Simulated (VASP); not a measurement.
## BeTe: excitons from the Bethe-Salpeter equation

What does the electron-hole attraction do to the spectrum of BeTe? The cell is of the zinc-blende type, one of the forms listed for this formula. The start is a computed cell from the Materials Project.

Main program and level: VASP 6.6.1; PBE; plane waves and PAW (Be_GW, Te_GW), in the first sound run; inputs show where later runs differ.

The experiments to compare with:

“The band structure of BeTe - a combined experimental and theoretical study” (1997, arxiv:cond-mat/9712266) quotes from earlier work for BeTe, zincblende (quoted from earlier experiment): band gap (absolute (indirect, Gamma to X) gap) 2.7 eV [literature value quoted in the theory comparison; sample and temperature not stated].

Most raw output is cut from this account.

## (1) Set-up

It takes space group F-43m (No. 216, cubic). The conventional cell has a = 5.663 Å, b = 5.663 Å, c = 5.663 Å, α = 90.00°, β = 90.00°, γ = 90.00°. Nearest to Be lie 4 Te at 2.45 Å. Nearest to Te lie 4 Be at 2.45 Å. Farther neighbours and most contacts between anions are not listed.

## (2) Ground state

The orbitals come from a self-consistent PBE run with a tight EDIFF and a narrow smearing. KPOINTS_OPT adds the bands along a path, which shows whether the mesh holds the band edges.

INCAR

```
SYSTEM = BeTe
PREC = Accurate
ENCUT = 300
EDIFF = 1E-08
NELM = 100
ISMEAR = 0
SIGMA = 0.01
LREAL = .FALSE.
ALGO = Normal
GGA = PE
NBANDS = 10
LORBIT = 11
LWAVE = .TRUE.
LCHARG = .FALSE.
KPAR = 8
```

POSCAR

```
BeTe
1.0
    0.0000000000      2.8314587876      2.8314587876
    2.8314587876      0.0000000000      2.8314587876
    2.8314587876      2.8314587876      0.0000000000
Be Te
1 1
Direct
    0.0000000000      0.0000000000      0.0000000000
    0.7500000000      0.7500000000      0.7500000000
```

KPOINTS

```
Automatic mesh
0
Gamma
6 6 6
0 0 0
```

KPOINTS_OPT

```
Line mode
12
Line-mode
Reciprocal
  0.00000000   0.00000000   0.00000000 GAMMA
  0.50000000   0.00000000   0.50000000 X

  0.50000000   0.00000000   0.50000000 X
  0.50000000   0.25000000   0.75000000 W

  0.50000000   0.25000000   0.75000000 W
  0.37500000   0.37500000   0.75000000 K

  0.37500000   0.37500000   0.75000000 K
  0.00000000   0.00000000   0.00000000 GAMMA

  0.00000000   0.00000000   0.00000000 GAMMA
  0.50000000   0.50000000   0.50000000 L

  0.50000000   0.50000000   0.50000000 L
  0.62500000   0.25000000   0.62500000 U

  0.62500000   0.25000000   0.62500000 U
  0.50000000   0.25000000   0.75000000 W

  0.50000000   0.25000000   0.75000000 W
  0.50000000   0.50000000   0.50000000 L

  0.50000000   0.50000000   0.50000000 L
  0.37500000   0.37500000   0.75000000 K

  0.62500000   0.25000000   0.62500000 U
  0.50000000   0.00000000   0.50000000 X
```

PAW data sets: Be_GW and Te_GW (PBE family, release 64).

Launch:

```sh
$ mpirun -np 8 vasp_std
```

Elapsed: 2 s, on 8 MPI ranks of Intel Xeon 6975P-C (Granite Rapids), shared host; peak memory 1.1 GiB.

Numbers from this step:

- free energy (TOTEN): -7.570 eV
- Fermi energy: 4.724 eV
- pressure: 0.1951 GPa
- least gap on mesh and path: 2.012 eV
- least direct gap on mesh and path: 3.628 eV

The highest empty bands on the path are converged less tightly, to about 0.1 eV. The electronic bands at the labelled points (eV, zero at the valence-band top; v1 is the highest filled band, c1 the lowest empty one):

| point | v3 | v2 | v1 | c1 | c2 | c3 | c4 |
| --- | --- | --- | --- | --- | --- | --- | --- |
| Γ | 0.00 | 0.00 | 0.00 | 3.63 | 3.63 | 3.63 | 3.70 |
| 0.45 of the way | -2.55 | -1.47 | -1.47 | 2.74 | 4.63 | 6.06 | 6.06 |
| X | -5.03 | -2.58 | -2.58 | 2.01 | 2.69 | 9.63 | 9.63 |
| 0.45 of the way | -4.87 | -2.99 | -2.84 | 2.87 | 3.49 | 8.44 | 8.59 |
| W | -4.52 | -3.61 | -3.13 | 5.29 | 5.53 | 5.58 | 6.13 |
| 0.45 of the way | -4.61 | -3.70 | -2.71 | 3.75 | 5.38 | 6.69 | 7.11 |
| K | -4.69 | -3.79 | -2.18 | 2.73 | 5.26 | 7.85 | 8.12 |
| 0.45 of the way | -3.75 | -2.47 | -0.79 | 4.00 | 4.88 | 5.44 | 6.28 |
| Γ | 0.00 | 0.00 | 0.00 | 3.63 | 3.63 | 3.63 | 3.70 |
| 0.45 of the way | -2.92 | -0.58 | -0.58 | 3.32 | 4.42 | 4.42 | 6.63 |
| L | -5.44 | -1.11 | -1.11 | 3.03 | 4.61 | 4.61 | 7.83 |
| 0.55 of the way | -5.07 | -2.80 | -1.64 | 3.35 | 5.62 | 5.97 | 7.51 |
| U | -4.69 | -3.79 | -2.18 | 2.73 | 5.26 | 7.85 | 8.12 |
| 0.45 of the way | -4.63 | -3.72 | -2.58 | 3.46 | 5.34 | 6.94 | 7.35 |
| W | -4.52 | -3.61 | -3.13 | 5.29 | 5.53 | 5.58 | 6.13 |
| 0.55 of the way | -5.09 | -2.65 | -1.74 | 4.09 | 4.37 | 6.34 | 7.86 |
| L | -5.44 | -1.11 | -1.11 | 3.03 | 4.61 | 4.61 | 7.83 |
| 0.45 of the way | -5.18 | -2.43 | -1.51 | 3.48 | 5.13 | 5.60 | 7.86 |
| K | -4.69 | -3.79 | -2.18 | 2.73 | 5.26 | 7.85 | 8.12 |
| jump to U | -4.69 | -3.79 | -2.18 | 2.73 | 5.26 | 7.85 | 8.12 |
| 0.45 of the way | -4.91 | -3.14 | -2.46 | 2.37 | 3.49 | 8.95 | 9.02 |
| X | -5.03 | -2.58 | -2.58 | 2.01 | 2.69 | 9.63 | 9.63 |

Of the projections kept (Be, Te), the largest for each band there; the rest of the weight can lie on other orbitals:

| point | v3 | v2 | v1 | c1 | c2 | c3 | c4 |
| --- | --- | --- | --- | --- | --- | --- | --- |
| Γ | Te 0.90 | Te 0.90 | Te 0.90 | Be 0.60 | Be 0.61 | Be 0.61 | Te 0.59 |
| X | Te 0.66 | Te 0.78 | Te 0.78 | Te 0.59 | Te 0.51 | Be 0.51 | Be 0.51 |
| W | Te 0.62 | Te 0.83 | Te 0.76 | Te 0.95 | Be 0.66 | Be 0.59 | Te 0.64 |
| K | Te 0.64 | Te 0.79 | Te 0.79 | Te 0.55 | Te 0.57 | Te 0.53 | Te 0.51 |
| Γ | Te 0.90 | Te 0.90 | Te 0.90 | Be 0.60 | Be 0.61 | Be 0.61 | Te 0.59 |
| L | Te 0.69 | Te 0.82 | Te 0.82 | Be 0.51 | Te 0.55 | Te 0.55 | Be 0.59 |

The cell has a gap of 2.01 eV on mesh and path. Spin-orbit coupling is left out, which can shift or reorder these edges.

## (3) Empty bands

ALGO = Exact makes the empty bands from the converged ground state in one step. LOPTICS writes the k-derivatives of the orbitals (WAVEDER), which give the long-wavelength limit of the screening.

INCAR

```
SYSTEM = BeTe
PREC = Accurate
ENCUT = 300
ISMEAR = 0
SIGMA = 0.01
LREAL = .FALSE.
GGA = PE
NBANDS = 104
ALGO = Exact
NELM = 1
LWAVE = .TRUE.
LCHARG = .FALSE.
LOPTICS = .TRUE.
NEDOS = 1000
CSHIFT = 0.1
```

POSCAR is that of step 2.

KPOINTS is that of step 2.

Launch:

```sh
$ mpirun -np 8 vasp_std
```

It took 2 s on 8 MPI ranks; peak memory 0.92 GiB; 11 s of CPU time.

The gap is read on the k-mesh alone, so it is an upper bound where the band edges lie off the mesh.

This step gave:

| Item | Value |
| --- | --- |
| gap on the k-mesh | 2.012 eV |
| least direct gap on the k-mesh | 3.628 eV |

WAVECAR now holds 104 bands for 8 electrons. Its independent-particle dielectric tensor has xx, yy, zz = 8.4, 8.4, 8.4 on this mesh, which isn't tested for convergence in mesh or bands and lacks local fields.

## (4) G0W0

This step: G0W0 on PBE; plane waves and PAW (Be_GW, Te_GW) (VASP 6.6.1).

G0W0 keeps orbitals and screening fixed and shifts each of the lowest NBANDSGW levels once. LWAVE keeps the quasiparticle levels in WAVECAR, and the W files hold the screened interaction for the next step.

INCAR

```
SYSTEM = BeTe
PREC = Accurate
ENCUT = 300
ISMEAR = 0
SIGMA = 0.01
LREAL = .FALSE.
GGA = PE
NBANDS = 104
ALGO = EVGW0
NELMGW = 1
ENCUTGW = 100
NOMEGA = 48
PRECFOCK = Fast
NBANDSGW = 16
LWAVE = .TRUE.
LCHARG = .FALSE.
```

POSCAR is that of step 3.

KPOINTS is that of step 3.

Launch:

```sh
$ mpirun -np 8 vasp_std
```

Elapsed: 24 s, on 8 MPI ranks; peak memory 1.5 GiB.

Numbers from this step:

```
quasiparticle gap on the mesh                 : 2.760 eV
smallest direct quasiparticle gap on the mesh : 4.601 eV
gap of the starting orbitals on the mesh      : 2.012 eV
```

GW takes the gap from 2.012 to 2.760 eV. Spin-orbit coupling is left out. The value holds for 104 bands, ENCUTGW = 100 eV and this mesh, and isn't shown to be converged in them.

## (5) BSE, Tamm-Dancoff

This step: BSE on G0W0 on PBE; plane waves and PAW (Be_GW, Te_GW) (VASP 6.6.1).

The Bethe-Salpeter equation adds the screened attraction of electron and hole to the quasiparticle pairs; ANTIRES = 0 leaves out the coupling to antiresonant pairs.

INCAR

```
SYSTEM = BeTe
PREC = Accurate
ENCUT = 300
ISMEAR = 0
SIGMA = 0.01
LREAL = .FALSE.
GGA = PE
NBANDS = 104
ALGO = BSE
NBANDSO = 4
NBANDSV = 4
OMEGAMAX = 25
NEDOS = 1000
CSHIFT = 0.1
PRECFOCK = Fast
LWAVE = .FALSE.
LCHARG = .FALSE.
ENCUTGW = 100
ANTIRES = 0
```

POSCAR is that of step 4.

KPOINTS is that of step 4.

Launch:

```sh
$ mpirun -np 8 vasp_std
```

Wall time 10 s (8 MPI ranks); peak memory 2.1 GiB.

Numbers from this step:

| Property | Result |
| --- | --- |
| lowest excitation | 4.316 eV |

The imaginary dielectric function, xx has structure finer than the step of the table below, so its rows give means over 0.5 eV, whole bins alone (the curve runs from 0 to 25 eV). Peaks (eV: height): 4.50: 37.8, 5.26: 33.9, 6.26: 8.46, 7.63: 7.66.

From 4 filled and 4 empty bands alone, without any pair above OMEGAMAX = 25 eV, so strength is missing wherever others contribute; lines are broadened by CSHIFT, which also makes the tail under the first line. The imaginary dielectric function, xx by photon energy; means over each step:

photon energy (eV), imaginary dielectric function, xx and a bar:
```
      0.5        0.0 
      1.0        0.1 
      1.5        0.1 
      2.0        0.2 
      2.5        0.2 
      3.0        0.4 
      3.5        0.9 #
      4.0        4.6 #####
      4.5       27.8 ##############################
      5.0       23.9 ##########################
      5.5       21.3 #######################
      6.0        4.9 #####
      6.5        5.3 ######
      7.0        3.9 ####
      7.5        6.4 #######
      8.0        5.9 ######
      8.5        3.1 ###
      9.0        1.5 ##
      9.5        0.7 #
     10.0        0.9 #
     10.5        0.4 
     11.0        0.5 #
     11.5        0.7 #
     12.0        0.4 
     12.5        0.4 
     13.0        0.4 
     13.5        0.2 
     14.0        0.1 
     14.5        0.1 
     15.0        0.1 
     15.5        0.1 
     16.0        0.1 
     16.5        0.2 
     17.0        0.1 
     17.5        0.1 
     18.0        0.1 
     18.5        0.1 
     19.0        0.1 
     19.5        0.1 
     20.0        0.0 
     20.5        0.0 
     21.0        0.0 
     21.5        0.0 
     22.0        0.0 
     22.5        0.0 
     23.0        0.0 
     23.5        0.0 
     24.0        0.0 
     24.5        0.0
```

Some of the lowest 40 states alone, with states under 2.5 meV apart joined, scaled to the strongest line shown. Exciton lines, with heights relative to the strongest:

| position (eV) | lines merged | oscillator strength |
| --- | --- | --- |
| 4.316 | 3 | 0.0 |
| 4.328 | 5 | 41 |
| 4.343 | 1 | 0.0 |
| 4.481 | 3 | 100 |
| 4.536 | 3 | 0.0 |
| 4.550 | 2 | 0.0 |
| 4.556 | 3 | 0.2 |
| 4.563 | 5 | 0.0 |
| 4.623 | 3 | 0.8 |

The lowest excitation lies at 4.316 eV, -285 meV against the direct gap of these orbitals, a distance that this coarse mesh makes far too large. It is dark; the first state with over 2 % of the strongest strength among the lowest 40 lies at 4.328 eV. Peak heights aren't converged with the mesh, least of all at the onset.

## (6) Without the electron-hole attraction

This step: BSE on G0W0 on PBE, without the electron-hole attraction; plane waves and PAW (Be_GW, Te_GW) (VASP 6.6.1).

LADDER = .FALSE. removes the attraction and keeps the local fields, which shows what the attraction does.

Edit INCAR of step 5 so:

```diff
@@ -19 +19,2 @@
 ANTIRES = 0
+LADDER = .FALSE.
```

POSCAR is that of step 5.

KPOINTS is that of step 5.

Launch:

```sh
$ mpirun -np 8 vasp_std
```

It took 7.2 s on 8 MPI ranks; peak memory 2 GiB.

Numbers from this step:

* lowest excitation: 4.603 eV

The imaginary dielectric function, xx has structure finer than the step of the table below, so its rows give means over 0.5 eV, whole bins alone (the curve runs from 0 to 25 eV). Peaks (eV: height): 5.06: 14.1, 6.01: 40.1, 6.56: 11.0, 9.08: 10.9.

From 4 filled and 4 empty bands alone, without any pair above OMEGAMAX = 25 eV, so strength is missing wherever others contribute; lines are broadened by CSHIFT, which also makes the tail under the first line. Table of imaginary dielectric function, xx by photon energy; means over each step:

| photon energy (eV) | imaginary dielectric function, xx |
| --- | --- |
| 0.5 | 0.0147 |
| 1.0 | 0.0308 |
| 1.5 | 0.0500 |
| 2.0 | 0.0752 |
| 2.5 | 0.111 |
| 3.0 | 0.170 |
| 3.5 | 0.281 |
| 4.0 | 0.581 |
| 4.5 | 3.12 |
| 5.0 | 11.7 |
| 5.5 | 12.7 |
| 6.0 | 27.2 |
| 6.5 | 8.38 |
| 7.0 | 5.41 |
| 7.5 | 4.89 |
| 8.0 | 6.90 |
| 8.5 | 9.54 |
| 9.0 | 9.38 |
| 9.5 | 3.35 |
| 10.0 | 1.73 |
| 10.5 | 2.14 |
| 11.0 | 0.829 |
| 11.5 | 1.10 |
| 12.0 | 1.68 |
| 12.5 | 1.19 |
| 13.0 | 0.862 |
| 13.5 | 1.10 |
| 14.0 | 0.546 |
| 14.5 | 0.134 |
| 15.0 | 0.0910 |
| 15.5 | 0.133 |
| 16.0 | 0.130 |
| 16.5 | 0.0696 |
| 17.0 | 0.132 |
| 17.5 | 0.193 |
| 18.0 | 0.102 |
| 18.5 | 0.119 |
| 19.0 | 0.146 |
| 19.5 | 0.144 |
| 20.0 | 0.247 |
| 20.5 | 0.0316 |
| 21.0 | 0.0288 |
| 21.5 | 0.0125 |
| 22.0 | 0.00937 |
| 22.5 | 0.00796 |
| 23.0 | 0.00704 |
| 23.5 | 0.00630 |
| 24.0 | 0.00571 |
| 24.5 | 0.00523 |

The lowest excitation lies at 4.603 eV, +287 meV against the Tamm-Dancoff singlet. It is dark; the first state with over 2 % of the strongest strength among the lowest 40 lies at 4.606 eV. Peak heights aren't converged with the mesh, least of all at the onset.

## (7) Independent quasiparticles

This step: BSE on G0W0 on PBE, independent quasiparticles; plane waves and PAW (Be_GW, Te_GW) (VASP 6.6.1).

With LADDER and LHARTREE off the pairs don't interact at all, so the lowest line must equal the direct gap.

Edit INCAR of step 6 so:

```diff
@@ -20 +20,2 @@
 LADDER = .FALSE.
+LHARTREE = .FALSE.
```

POSCAR is that of step 6.

KPOINTS is that of step 6.

Launch:

```sh
$ mpirun -np 8 vasp_std
```

It took 4.2 s on 8 MPI ranks; peak memory 2 GiB.

This step gave:

| Item | Value |
| --- | --- |
| lowest excitation | 4.601 eV |

The imaginary dielectric function, xx has structure finer than the step of the table below, so its rows give means over 0.5 eV, whole bins alone (the curve runs from 0 to 25 eV). Peaks (eV: height): 5.06: 17.3, 5.88: 41.3, 6.56: 11.6, 8.18: 12.4.

From 4 filled and 4 empty bands alone, without any pair above OMEGAMAX = 25 eV, so strength is missing wherever others contribute; lines are broadened by CSHIFT, which also makes the tail under the first line. The imaginary dielectric function, xx by photon energy; means over each step:

photon energy (eV), imaginary dielectric function, xx and a bar:
```
      0.5        0.0 
      1.0        0.0 
      1.5        0.1 
      2.0        0.1 
      2.5        0.1 
      3.0        0.2 
      3.5        0.4 
      4.0        0.8 #
      4.5        4.4 #####
      5.0       14.7 #################
      5.5       21.1 ########################
      6.0       26.5 ##############################
      6.5        8.4 #########
      7.0        5.2 ######
      7.5        6.1 #######
      8.0        9.8 ###########
      8.5        7.4 ########
      9.0        4.2 #####
      9.5        1.2 #
     10.0        0.8 #
     10.5        1.0 #
     11.0        0.4 
     11.5        0.8 #
     12.0        0.7 #
     12.5        0.5 #
     13.0        0.5 #
     13.5        0.5 #
     14.0        0.2 
     14.5        0.1 
     15.0        0.1 
     15.5        0.1 
     16.0        0.1 
     16.5        0.0 
     17.0        0.1 
     17.5        0.0 
     18.0        0.0 
     18.5        0.0 
     19.0        0.0 
     19.5        0.0 
     20.0        0.0 
     20.5        0.0 
     21.0        0.0 
     21.5        0.0 
     22.0        0.0 
     22.5        0.0 
     23.0        0.0 
     23.5        0.0 
     24.0        0.0 
     24.5        0.0
```

The lowest excitation lies at 4.601 eV, +285 meV against the Tamm-Dancoff singlet. Peak heights aren't converged with the mesh, least of all at the onset.

## (8) Summary

This step: BSE on G0W0 on PBE; plane waves and PAW (VASP 6.6.1).

No new run; the numbers come from the runs before.

Cost is wall time times ranks on a shared host, for this step alone, without the steps before it. Excitations by level:

| level | first excitation (eV) | cost (core minutes) |
| --- | --- | --- |
| BSE, Tamm-Dancoff | 4.316 | 1.33 |
| without the electron-hole attraction | 4.603 | 0.96 |
| independent quasiparticles | 4.601 | 0.56 |

## (9) Summary of results

```
BSE, Tamm-Dancoff                    : lowest vertical excitation 4.316 eV; direct gap 4.601 eV
without the electron-hole attraction : lowest vertical excitation 4.603 eV; direct gap 4.601 eV
independent quasiparticles           : lowest vertical excitation 4.601 eV; direct gap 4.601 eV
```

**Reading.** The Bethe-Salpeter equation puts the lowest vertical singlet excitation at 4.316 eV, 0.29 eV below the direct gap of 4.601 eV; the states within 10 meV of it carry 0 % of the strength of the strongest such group among the lowest 40 states. The attraction moves the centre of weight of eps2 xx over the computed range by -1.42 eV against the run without the attraction, a shift that holds the same mesh error. The binding energy was not obtained: in a well-screened crystal the exciton spreads over many cells, and on this mesh its distance from the gap is set by the mesh and is far too large. On such a mesh the heights of single peaks aren't converged either. Bands, response cutoff and mesh of the GW step weren't tested in this session. Only vertical pairs enter; the least gap on the mesh is indirect, 2.760 eV, and its phonon-assisted absorption is absent. Only the bands set by NBANDSO and NBANDSV form pairs, and any pair above OMEGAMAX = 25 eV is dropped, so the spectrum is that of this window; the window can cut degenerate bands. Spin-orbit coupling is left out; with Te in the cell it can split or shift band edges, by an amount that depends on which atoms form them and isn't tested here. Not tabulated here, as repeats of values shown or as unfit to read for their mesh, reference level or band range: eps2 curves (empty bands); eps1 curves and static values (BSE, empty bands, independent quasiparticles, without the electron-hole attraction); exciton binding energies (BSE); line lists of runs without attraction (independent quasiparticles, without the electron-hole attraction).

Comparison with the measured values:

| quantity | measured | PBE | G0W0 on PBE |
| --- | --- | --- | --- |
| band gap (least gap) (eV) | 2.7 | 2.01 (-0.69 eV) | 2.76 (+0.06 eV) |

Measured values from arxiv:cond-mat/9712266 (1997).

How well it matches: For the band gap, of the levels listed nearest comes G0W0 on PBE (+0.06 eV) and farthest PBE (-0.69 eV). Spin-orbit coupling, left out here, can change the gap with such heavy elements. Zero-point and thermal motion shift the measured gap. No cell relaxation is part of this session.

[Lines on the potential files, build, host, timing and source positions are cut from VASP's logs without a mark.]

[Logs are printed without paths, hosts, clocks, repeated set-up lines and the standing remarks that a program may print on its own settings, such as how far it seeks lower states.]

[Hosts, paths, dates, database ids (printed as entryN), source tags and the programs' standing remarks are cut or masked in the printed files.]

[Pressures printed for these runs are not shown converged in the cutoff: they can be off by several GPa and have the wrong sign.]
